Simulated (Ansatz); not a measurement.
# Transmission past a defect: W wire along [111], 4 atoms a period, Co placed on top of one W, part 2 of 4

What does the defect do to the conductance?

Ansatz 0.2.0; DFT PBE, plane waves, PAW; relaxation of a wire's period (the session's first sound run).

So far. Step 2 (Relaxing the period): The cell's length comes to 2.683 Å with spin left out.

**3. Bands of the perfect wire**

This step: DFT PBE, plane waves, PAW; channels and complex bands of a perfect wire (Ansatz 0.2.0).

At the relaxed period the Bloch states of the perfect wire are found at each energy: those that move forward count the open channels, and those that decay describe how a disturbance dies away inside the wire itself. An energy step of 0.035 eV is under the 0.039 eV that the program asks for its thermal average at 300 K.

The input, input.yaml:

```yaml
crystal:
  lattice:
    - [11.283, 0.0, 0.0]
    - [0.0, 9.388, 0.0]
    - [0.0, 0.0, 2.6832636477]
  atoms:
    - { symbol: W, position: [0.321836204, 0.500015667, 0.0] }
    - { symbol: W, position: [0.500002526, 0.37029517, 0.292251866] }
    - { symbol: W, position: [0.500002526, 0.629736164, 0.707748134] }
    - { symbol: W, position: [0.678168848, 0.500015667, 0.0] }
kpoints:
  mp_grid: { grid: [1, 1, 30] }
scf:
  occupations: { method: fermi_dirac, width: 0.05 }
hamiltonian:
  xc: pbe
output:
  transmission:
    e_range: [-1.26, 1.26]
    de: 0.035
    kmesh: [1, 1]
    reduced_basis: true
    leads: [[0, 0]]
basis:
  ecutwfc: "350 eV"
```

Command:

```bash
ansatz run input.yaml --threads 8 --pin off --max-ram 16384MiB --backend cpu --events-out ev --progress --plain --runs-dir out
```

Numbers of over 12 decimals in the logs are rounded to 6 here.

Output:

```text
Warning: basis.ecutwfc = 350 eV is below the records' recommended 420 eV, and the density's cutoff is lower with it unless basis.ecutrho_ratio is high enough to keep the records' density cutoff: compare with a run at a higher cutoff
[...]
Crystal: 4 atoms, lattice volume = 284.224 Å³
Basis set: ecut = 350 eV, 4211 PW (Γ)
Bands: 34, of which v1, the nominal top of the filled ones, is band 28 counted from 1 (27 counted from 0)
Symmetry: 4 space group operations
[...]
k-points: 16 of 30
[...]
SCF iter   1: F=—  HF=-41529.346297 eV  |F-HF|=—  |Δ(HF+E_count)|=         —  Δρ=6.11e-3  dr2=1.06e-1  ethr=1.77e-3  ⟨swp⟩=8.0  Hψ=2562  notcnv=0
[...]
SCF iter   9: F=-41529.343067 eV  HF=-41529.343067 eV  |F-HF|=7.57e-10  |Δ(HF+E_count)|=   3.58e-8  Δρ=1.12e-6  dr2=6.82e-9  ethr=1.79e-10  ⟨swp⟩=4.9  Hψ=1405  notcnv=0
SCF 1 converged in 9 iterations: F = -41529.343067 eV  dr2 = 6.82e-9
[...]
transmission: 4 of 24 steps passed
transmission: 8 of 24 steps passed
[...]
transmission: 24 of 24 steps passed
SCF converged after 9 iterations
Free energy (F): -41529.343067 eV
[...]
Internal energy: -41529.306731 eV  (E = F + TS)
E sigma→0 (E₀):  -41529.324899 eV
Entropy (-TS):   -0.036335 eV (-9.084 meV/atom)
Fermi energy:    1.844301 eV
[...]
--- Band table (eV; the first three rows and the last of 16) ---
  k-point 0: bands = [... 24 lower, 0.2876, 0.6065, 1.3483, 1.6314, 2.0149, 2.8102, 2.8825, 2.8944, ... 2 higher]
  k-point 1: bands = [... 24 lower, 0.2727, 0.6166, 1.2835, 1.6713, 1.9535, 2.7777, 2.8609, 2.8787, ... 2 higher]
  k-point 2: bands = [... 24 lower, 0.3100, 0.6402, 1.1420, 1.7443, 1.7886, 2.6801, 2.8056, 2.8195, ... 2 higher]
  k-point 15: bands = [... 24 lower, 1.4451, 1.5397, 1.6282, 2.8505, 2.8547, 3.2552, 3.5520, 4.2581, ... 2 higher]
--- Transmission ---
  basis      : 787 plane waves across, 4 finite elements along
  points     : 1, standing for a mesh of 1 x 1
  filling    : by the input's occupations and mesh, since the crystals that have channels conduct as metals do. If one of these is a semiconductor, that mesh has misplaced its level
  energies   : 73 from -1.260000 to 1.260000 eV about the Fermi level, 0.035000 eV apart; the leads are filled to 0.000000 eV, and channels, transmission and decay are at 0.000000 eV
  crystal 0  : W4, at the sites [0, 0], period 2.6833 Å: whole cells are its period
    offset         : up to 0.0000 Å between an atom of the period and one for which it stands
    filled         : 5.3 meV under the level at which it is neutral
    channels       : 5.000000e0 a spin
    conductance    : 3.6563e14 S/m² at 300 K; may be off by some 0.0 % by where its bands' edges are placed, 0.0 % from the distance to neutral
```

Wall time 49 s (8 threads of Arm Neoverse V2, shared host); peak memory 2.3 GiB; 4.7 min of CPU time.

This step gave:

```
energy at zero smearing                                  : -41529.3249 eV
channels at the energy nearest the Fermi level, one spin : 5
conductance of the lead as this run defines it           : 4.999 G₀
band gap                                                 : 0 eV
```

Open channels of the lead, one spin against energy, zero at the Fermi level:

```tsv
energy (eV)	open channels of the lead, one spin
-1.190	6
-1.085	4
-1.015	2
-0.910	6
-0.805	6
-0.700	6
-0.595	6
-0.490	5
-0.385	4
-0.315	4
-0.210	5
-0.105	5
0.000	5
0.105	5
0.210	4
0.315	4
0.385	4
0.490	6
0.595	6
0.700	6
0.805	8
0.910	8
1.015	5
1.085	3
1.190	5
```

The slowest values at each energy, most degenerate partners merged, listed up to 1.5 1/Å. The Im kz of the slowest decaying states by energy, zero at the Fermi level:

```tsv
energy (eV)	decay 1 (Å⁻¹)	decay 2 (Å⁻¹)	decay 3 (Å⁻¹)	decay 4 (Å⁻¹)
-1.26	0.0357	0.0600	0.0846	0.107
-1.16	0.0789	0.0850	0.0876	0.369
-1.05	0.0636	0.110	0.159	0.359
-0.94	0.114	0.181	0.346	0.371
-0.84	0.114	0.186	0.329	0.361
-0.77	0.126	0.183	0.314	0.354
-0.67	0.145	0.177	0.286	0.342
-0.56	0.156	0.183	0.247	0.329
-0.46	0.0551	0.161	0.194	0.199
-0.35	0.0452	0.0839	0.0894	0.160
-0.24	0.0578	0.105	0.156	0.274
-0.14	0.147	0.153	0.169	0.249
-0.04	0.133	0.211	0.216	0.223
0.00	0.127	0.203	0.204	0.239
0.04	0.124	0.189	0.201	0.254
0.14	0.133	0.154	0.204	0.288
0.24	0.0684	0.0836	0.165	0.210
0.35	0.0589	0.127	0.159	0.215
0.46	0.142	0.156	0.218	0.316
0.56	0.120	0.179	0.220	0.307
0.67	0.0801	0.198	0.219	0.296
0.77	0.213	0.216	0.279	0.354
0.84	0.212	0.222	0.264	0.352
0.94	0.202	0.230	0.233	0.347
1.05	0.0102	0.0547	0.0811	0.0880
1.16	0.0789	0.144	0.150	0.169
1.26	0.155	0.182	0.226	0.276
```

By hand: the program gives 3.6563 × 10^14 S/m² over the cell's cross-section of 105.92 Å² = 1.059 × 10^-18 m², so one cell conducts 3.873 × 10^-4 S. Divided by G0 = 2e²/h = 7.748 × 10^-5 S this is 5.00 G0, a resistance of 2.58 kΩ.

At the computed energy nearest the Fermi level there are 5 channels a spin, and the thermal average gives 5.00 G₀.

[end of part 2 of 4]

[Logs are printed without paths, hosts, clocks, repeated set-up lines and the standing remarks that a program may print on its own settings, such as how far it seeks lower states.]

[Hosts, paths, dates, database ids (printed as entryN), source tags and the programs' standing remarks are cut or masked in the printed files.]
